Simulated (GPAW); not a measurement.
# Ta (Im-3m) in GPAW: notebook

Runs on Ta. Level: PBEsol. Tasks: band structure.

Everything below comes from runs of GPAW 26.7.0. Logs are shortened: lines on timing, memory, paths and dates and some standing lists are left out, and cuts for length are marked. The log counts tension as positive stress, the text compression.

### Step 1. Starting point

Symmetry: Im-3m, No. 229, cubic system. The conventional cell has a = 3.303 Å, b = 3.303 Å, c = 3.303 Å, α = 90.00°, β = 90.00°, γ = 90.00°. Ta (site symmetry m-3m) has 8 Ta at 2.86 Å as nearest neighbours.

### Step 2. Band structure, PBEsol

Input file run.py:

```python
from ase import Atoms
from ase.dft.bandgap import bandgap
from ase.io import write
from ase.units import GPa
from gpaw import GPAW, PW, setup_paths

setup_paths.insert(0, '.')

atoms = Atoms(['Ta'],
              cell=[[-1.65128, 1.65128, 1.65128],
                    [1.65128, -1.65128, 1.65128],
                    [1.65128, 1.65128, -1.65128]],
              scaled_positions=[[0.0, 0.0, 0.0]],
              pbc=True)

calc = GPAW(mode=PW(600),
            xc='PBEsol',
            kpts={'size': (11, 11, 11), 'gamma': True},
            occupations={'name': 'fermi-dirac', 'width': 0.05},
            nbands=15,
            convergence={'density': 1e-05, 'energy': 1e-05},
            maxiter=150,
            txt='gpaw.txt')
atoms.calc = calc
energy = atoms.get_potential_energy()
forces = atoms.get_forces()
stress = atoms.get_stress()
calc.write('gs.gpw')
write('result.traj', atoms)
print(f'Energy: {energy:.6f} eV')
print('Forces (eV/A):')
print(forces.round(4))
print('Stress (GPa):', (stress / GPa).round(3))
print('Fermi level:', round(calc.get_fermi_level(), 4), 'eV')
print(f'Gap: {bandgap(calc)[0]:.4f} eV, direct: {bandgap(calc, direct=True)[0]:.4f} eV')

path = atoms.cell.bandpath('GHNGPH,PN', npoints=80, eps=1e-4)
bs_calc = calc.fixed_density(kpts=path, symmetry='off', nbands=23,
                             convergence={'bands': 'CBM+6.0', 'eigenstates': 1e-6}, txt='bands.txt')
bs = bs_calc.band_structure()
bs.write('bs.json')
print(f'Gap on the path: {bandgap(bs_calc)[0]:.4f} eV')
```

Potentials or basis: PAW data sets generated in the run's folder for this functional, pw.

Launch:

```bash
> gpaw-setup -f PBEsol Ta
> OMP_NUM_THREADS=1 python run.py
```

gpaw.txt:

```text
__  _  _
 | _ |_)|_||  |
 |__||  | ||/\| - 26.7.0

Input parameters:
  mode=PW(ecut=600.0),
  convergence={'density': 1e-05, 'energy': 1e-05},
  kpts=MonkhorstPack(size=(11, 11, 11), gamma=True),
  maxiter=150,
  nbands=15,
  occupations=Occupations(name='fermi-dirac', width=0.05),
  xc=XC(name='PBEsol')

Diagonalizing LCAO Hamiltonian
Converting LCAO to pw mode

       Ta

Atoms  # Å, Bohr magnetons
|   | symbol |        x |        y |        z |    initial magnetic moments |
|---|--------|----------|----------|----------|-----------------------------|
| 0 |     Ta | 0.000000 | 0.000000 | 0.000000 | ( 0.0000,  0.0000,  0.0000) |

Unit cell  # Å
| periodic |         x |         y |         z |  lengths |     angles |
|----------|-----------|-----------|-----------|----------|------------|
|      yes | -1.651280 |  1.651280 |  1.651280 | 2.860101 | 109.471221 |
|      yes |  1.651280 | -1.651280 |  1.651280 | 2.860101 | 109.471221 |
|      yes |  1.651280 |  1.651280 | -1.651280 | 2.860101 | 109.471221 |

Number of symmetries: 48
Symmetry operations  # r_c * U_cc + t_c -> r_c
|    | kind |            matrix            |
|----|------|------------------------------|
|  0 |  σ   |  1, 1, 1,  0, 0,-1,  0,-1, 0 |
|  1 |  C4  |  1, 1, 1,  0, 0,-1, -1, 0, 0 |
|  2 |  C2  |  1, 1, 1,  0,-1, 0,  0, 0,-1 |
|  3 |  S6  |  1, 1, 1,  0,-1, 0, -1, 0, 0 |
|  4 |  S6  |  1, 1, 1, -1, 0, 0,  0, 0,-1 |
|  5 |  C4  |  1, 1, 1, -1, 0, 0,  0,-1, 0 |
|  6 |  E   |  1, 0, 0,  0, 1, 0,  0, 0, 1 |
|  7 |  σ   |  1, 0, 0,  0, 1, 0, -1,-1,-1 |
|  8 |  σ   |  1, 0, 0,  0, 0, 1,  0, 1, 0 |
|  9 |  C3  |  1, 0, 0,  0, 0, 1, -1,-1,-1 |
| 10 |  C3  |  1, 0, 0, -1,-1,-1,  0, 1, 0 |
| 11 |  σ   |  1, 0, 0, -1,-1,-1,  0, 0, 1 |
| 12 |  σ   |  0, 1, 0,  1, 0, 0,  0, 0, 1 |
| 13 |  C2  |  0, 1, 0,  1, 0, 0, -1,-1,-1 |
| 14 |  C3  |  0, 1, 0,  0, 0, 1,  1, 0, 0 |
| 15 |  S4  |  0, 1, 0,  0, 0, 1, -1,-1,-1 |
| 16 |  S4  |  0, 1, 0, -1,-1,-1,  1, 0, 0 |
| 17 |  C3  |  0, 1, 0, -1,-1,-1,  0, 0, 1 |
| 18 |  C3  |  0, 0, 1,  1, 0, 0,  0, 1, 0 |
| 19 |  S4  |  0, 0, 1,  1, 0, 0, -1,-1,-1 |
| 20 |  σ   |  0, 0, 1,  0, 1, 0,  1, 0, 0 |
| 21 |  C3  |  0, 0, 1,  0, 1, 0, -1,-1,-1 |
| 22 |  C2  |  0, 0, 1, -1,-1,-1,  1, 0, 0 |
| 23 |  S4  |  0, 0, 1, -1,-1,-1,  0, 1, 0 |
| 24 |  C4  |  0, 0,-1,  1, 1, 1,  0,-1, 0 |
| 25 |  σ   |  0, 0,-1,  1, 1, 1, -1, 0, 0 |
| 26 |  S6  |  0, 0,-1,  0,-1, 0,  1, 1, 1 |
| 27 |  C2  |  0, 0,-1,  0,-1, 0, -1, 0, 0 |
| 28 |  C4  |  0, 0,-1, -1, 0, 0,  1, 1, 1 |
| 29 |  S6  |  0, 0,-1, -1, 0, 0,  0,-1, 0 |
| 30 |  S6  |  0,-1, 0,  1, 1, 1,  0, 0,-1 |
| 31 |  C4  |  0,-1, 0,  1, 1, 1, -1, 0, 0 |
| 32 |  C4  |  0,-1, 0,  0, 0,-1,  1, 1, 1 |
| 33 |  S6  |  0,-1, 0,  0, 0,-1, -1, 0, 0 |
| 34 |  σ   |  0,-1, 0, -1, 0, 0,  1, 1, 1 |
| 35 |  C2  |  0,-1, 0, -1, 0, 0,  0, 0,-1 |
| 36 |  C2  | -1, 0, 0,  1, 1, 1,  0, 0,-1 |
| 37 |  S6  | -1, 0, 0,  1, 1, 1,  0,-1, 0 |
| 38 |  S6  | -1, 0, 0,  0, 0,-1,  1, 1, 1 |
| 39 |  C2  | -1, 0, 0,  0, 0,-1,  0,-1, 0 |
| 40 |  C2  | -1, 0, 0,  0,-1, 0,  1, 1, 1 |
| 41 |  i   | -1, 0, 0,  0,-1, 0,  0, 0,-1 |
| 42 |  S4  | -1,-1,-1,  1, 0, 0,  0, 1, 0 |
| 43 |  C3  | -1,-1,-1,  1, 0, 0,  0, 0, 1 |
| 44 |  C3  | -1,-1,-1,  0, 1, 0,  1, 0, 0 |
| 45 |  σ   | -1,-1,-1,  0, 1, 0,  0, 0, 1 |
| 46 |  S4  | -1,-1,-1,  0, 0, 1,  1, 0, 0 |
| 47 |  C2  | -1,-1,-1,  0, 0, 1,  0, 1, 0 |

BZ-sampling:
  Number of BZ points: 1331
  Number of IBZ points: 56

  Monkhorst-Pack size: [11, 11, 11]
  Monkhorst-Pack shift: [0, 0, 0]

K-points  # in reciprocal-cell coordinates
|     |                                coordinates |     weight |
|-----|--------------------------------------------|------------|
|   0 | (  0.00000000,   0.00000000,   0.00000000) | 0.00075131 |
|   1 | (  0.09090909,   0.00000000,   0.00000000) | 0.00901578 |
|   2 | (  0.09090909,   0.09090909,  -0.09090909) | 0.00450789 |
|   3 | (  0.18181818,   0.00000000,  -0.09090909) | 0.01803156 |
|   4 | (  0.18181818,   0.00000000,   0.00000000) | 0.00901578 |
|   5 | (  0.18181818,   0.09090909,  -0.09090909) | 0.01803156 |
|   6 | (  0.18181818,   0.18181818,  -0.18181818) | 0.00450789 |
|   7 | (  0.27272727,  -0.09090909,  -0.09090909) | 0.00601052 |
|   8 | (  0.27272727,   0.00000000,  -0.09090909) | 0.03606311 |
|   9 | (  0.27272727,   0.00000000,   0.00000000) | 0.00901578 |
| ... |                                            |            |
|  55 | (  0.45454545,   0.45454545,   0.45454545) | 0.00601052 |

Plane wave coefficients: 615
Cutoff: 600.0 eV

Spin-components: 1 (collinear spins)
Bands:           15
Projectors:      6
Spin-degeneracy: 2
Datatype:        complex128

Parallelization:
  kpt:    1
  domain: 1
  band:   1

Density:
  Valence electrons: 13.0
  Components: 1
  Grid points: [18 18 18]
  Charge: 0.0  # |e|

Potential:
  Grid points: [18 18 18]

species:
  Ta:
    name:    Tantalum
    Z:       73.0
    valence: 13
    core:    60
    charge:  0.0  # [|e|]
    compensation charges:
      type: gauss
      rc: 0.42  # [Å]
      lmax: 2
    cutoffs:
      filter: 2.36  # [Å]
      core: 3.45  # [Å]
    projectors
    | kind |    occ | energy [eV] | rcut [Å] |
    |------|--------|-------------|----------|
    |   5s |  2.000 |     -72.818 |    1.365 |
    |   6s |  2.000 |      -5.457 |    1.365 |
    |   5p |  6.000 |     -39.444 |    1.349 |
    |   6p |  0.000 |      -1.369 |    1.349 |
    |   5d |  3.000 |      -3.632 |    1.307 |
    |    d |        |      23.579 |    1.307 |

    Using partial waves for Ta as LCAO basis

Reference energy: -424046.140309  # eV

eigensolver:
  PPCG
  Converge bands: occupied
  niter=2

density mixing:
  MSR1-Mixer
  Pratt-step length: 0.05
  Maximum mixing coefficient: 0.75
  Old densities: 10
  SVD Regularization: 0.005
  Good broyden scale: 1.0
  Trust region scale: 1.0
  Backstep threshold: 4.0
  History deletion threshold: 6.0
  Fourier metric: weight=20.0, sigma=0.015

occupation numbers:
  Fermi-Dirac:
    width: 0.0500  # eV

poisson solver:
  ecut: 4800.0  # eV

xc functional:
  name: PBEsol with 2 nearest neighbor stencil

convergence criteria:
- Maximum integral of absolute [dens]ity change: 1e-05 electrons / valence electron
- Maximum [total energy] change in last 3 cyles: 1e-05 eV / valence electron
- Maximum integral of absolute [eigenst]ate change: 4e-08 eV^2 / valence electron
maximum number of iterations: 150

SCF iterations
|iter     | |      energy | eigst |  dens |
|---------|-|-------------|-------|-------|
|iter:   1| |  -10.747864 | -0.12 |       |
|iter:   2| |  -10.721404 | -3.17 | -1.29 |
|iter:   3| |  -10.592532 | -2.05 | -1.32 |
|iter:   4| |  -10.596517 | -3.57 | -2.02 |
|iter:   5| |  -10.597933 | -4.66 | -2.40 |
|iter:   6| |  -10.597935 | -7.09 | -3.97 |
|iter:   7| |  -10.597935c| -8.10c| -4.28 |
|iter:   8| |  -10.597935c| -9.77c| -5.33c|

Converged in 8 steps
Energy contributions relative to reference atoms: (reference = -424046.140309)

Energy contributions:
  Kinetic:           5.501956
  Coulomb:          -6.123811
  Zero:             -0.266135
  External:          0.000000
  Xc:               -9.705900
  Entropy:          -0.008091
  Spinorbit:         0.000000
  ----------------------------
  Free energy:     -10.601980
  Extrapolated:    -10.597935

dipole moment: (-5.939089, -5.939089, -5.939089)  # |e|*Ang

Fermi level: 11.639
Eigenvalues  # (at kpt = [0.000, 0.000, 0.000])
| band index |      eig [eV] | occ [0-2] |
|------------|---------------|-----------|
|          0 |       -55.277 |     2.000 |
|          1 |       -21.420 |     2.000 |
|          2 |       -21.420 |     2.000 |
|          3 |       -21.420 |     2.000 |
|          4 |         3.773 |     2.000 |
|          5 |        12.371 |     0.000 |
|          6 |        12.371 |     0.000 |
|          7 |        12.371 |     0.000 |
|          8 |        15.609 |     0.000 |
|          9 |        15.609 |     0.000 |
|         10 |        26.525 |     0.000 |
|         11 |        26.525 |     0.000 |
|         12 |        26.525 |     0.000 |
|        ... |               |           |
|         14 |        37.648 |     0.000 |

No gap
No difference between direct/indirect transitions

Forces  # eV/Ang
|        x |       y |       z |
|----------|---------|---------|
| -0.00000 | 0.00000 | 0.00000 |  # Ta   0

Stress tensor  # eV/Ang^3
|         x |        y |         z |
|-----------|----------|-----------|
|  0.025204 | 0.000000 | -0.000000 |
|  0.000000 | 0.025204 |  0.000000 |
| -0.000000 | 0.000000 |  0.025204 |

# Writing to gs.gpw (mode='')
```

It took 20 s on 1 thread of Arm Neoverse V2, shared host; peak memory 0.18 GiB.

Results:

- Free energy: -10.6020 eV
- Pressure: -4.0 GPa
- Band gap along the path: none (metal or under the smearing width)

Levels at the corners of the path, in eV from the Fermi level:
| point | band 2 | band 3 | band 4 | band 5 | band 6 | band 7 | band 8 | band 9 | band 10 |
| --- | --- | --- | --- | --- | --- | --- | --- | --- | --- |
| Γ | -33.06 | -33.06 | -33.06 | -7.87 | 0.73 | 0.73 | 0.73 | 3.97 | 3.97 |
| H | -33.88 | -33.88 | -33.88 | -3.79 | -3.79 | 6.82 | 6.82 | 6.82 | 8.63 |
| N | -34.23 | -33.44 | -33.07 | -4.35 | -1.53 | 1.61 | 3.86 | 4.87 | 7.78 |
| Γ | -33.06 | -33.06 | -33.06 | -7.87 | 0.73 | 0.73 | 0.73 | 3.97 | 3.97 |
| P | -33.65 | -33.65 | -33.65 | -1.21 | -1.21 | -1.21 | 5.04 | 5.04 | 7.09 |
| H | -33.88 | -33.88 | -33.88 | -3.79 | -3.79 | 6.82 | 6.82 | 6.82 | 8.63 |
| P | -33.65 | -33.65 | -33.65 | -1.21 | -1.21 | -1.21 | 5.04 | 5.04 | 7.09 |
| N | -34.23 | -33.44 | -33.07 | -4.35 | -1.53 | 1.61 | 3.86 | 4.87 | 7.78 |

Caveat: spin-orbit coupling is left out, which moves the levels of the heavy elements.

### Step 3. Band structure, PBEsol, spin-orbit coupling, no magnetisation

Edit run.py of step 2 so:

```diff
@@ -1 +1,2 @@
+import numpy as np
 from ase import Atoms
@@ -5,2 +6,3 @@
 from gpaw import GPAW, PW, setup_paths
+from gpaw.spinorbit import soc_eigenstates
 
@@ -42 +44,7 @@
 print(f'Gap on the path: {bandgap(bs_calc)[0]:.4f} eV')
+
+soc = soc_eigenstates(bs_calc, theta=54.7, phi=45)
+np.savetxt('soc_bands.dat', soc.eigenvalues(), fmt='%.4f')
+mesh = soc_eigenstates('gs.gpw', theta=54.7, phi=45)
+np.savetxt('soc_mesh.dat', mesh.eigenvalues(), fmt='%.4f')
+print('Fermi level with spin-orbit coupling:', round(mesh.fermi_level, 4), 'eV')
```

Potentials or basis: PAW data sets generated in the run's folder for this functional, pw.

Launch:

```bash
> gpaw-setup -f PBEsol Ta
> OMP_NUM_THREADS=1 python run.py
```

Run time: 21 s. Hardware: 1 thread of Arm Neoverse V2, shared host; peak memory 0.23 GiB.

Results (log left out):

* Free energy: -10.6020 eV
* Pressure: -4.0 GPa
* Band gap along the path: none (metal or under the smearing width)

Levels at the corners of the path, in eV from the Fermi level:
```csv
point,band 9,band 10,band 11,band 12,band 13,band 14,band 15,band 16
Γ,-7.88,-7.88,0.55,0.55,0.55,0.55,0.98,0.98
H,-3.81,-3.81,-3.81,-3.81,6.58,6.58,6.58,6.58
N,-4.37,-4.37,-1.56,-1.56,1.68,1.68,3.82,3.82
Γ,-7.88,-7.88,0.55,0.55,0.55,0.55,0.98,0.98
P,-1.74,-1.73,-0.93,-0.93,-0.93,-0.93,5.02,5.02
H,-3.81,-3.81,-3.81,-3.81,6.58,6.58,6.58,6.58
P,-1.74,-1.73,-0.93,-0.93,-0.93,-0.93,5.02,5.02
N,-4.37,-4.37,-1.56,-1.56,1.68,1.68,3.82,3.82
```

Caveat: spin-orbit coupling was added after a scalar SCF, so levels and gaps hold it while energy, forces, pressure and moments don't; this program's spin-orbit splittings come out too wide for heavy elements.
